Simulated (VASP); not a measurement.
HgSe:

```
CELL_PARAMETERS angstrom
0.00000 3.03900 3.03900
3.03900 0.00000 3.03900
3.03900 3.03900 0.00000
ATOMIC_POSITIONS crystal
Hg 0.00000 0.00000 0.00000
Se 0.75000 0.75000 0.75000
```

- Program: VASP 6.6.1
- Task: relaxation of cell and atoms
- Functional: vdW-DF-cx
- Potentials or basis: VASP PAW PBE potentials, release 64 (Hg, Se)
- Cutoff: 600 eV
- k mesh: 8 × 8 × 8
- Occupations: fermi-dirac, width 0.05 eV
- Spin: no spin polarisation

At the start: pressure 2.7 GPa; volume 28.07 Å³/atom.

Q: Where does the relaxation end?

A: Over 3 steps the energy falls by 10.9 meV/atom and the volume is 29.44 Å³/atom (+4.9 %); space group F-43m (No. 216, to 0.05 Å).

The path:
```
step  energy change (eV)  largest force (eV/Å)  pressure (GPa)  volume (Å³)
   1              0.0000                0.0000            2.66        56.13
   2             -0.0185                0.0000           -0.89        60.01
   3             -0.0217                0.0000            0.00        58.88
```

Final structure:
```
Hg Se
1.0
     0.00000    3.08769    3.08769
     3.08769    0.00000    3.08769
     3.08769    3.08769    0.00000
Hg Se
1 1
Direct
  0.00000 0.00000 0.00000
  0.75000 0.75000 0.75000
```

Caveat: the PAW data sets were made with another functional, which shifts forces and pressure a little.
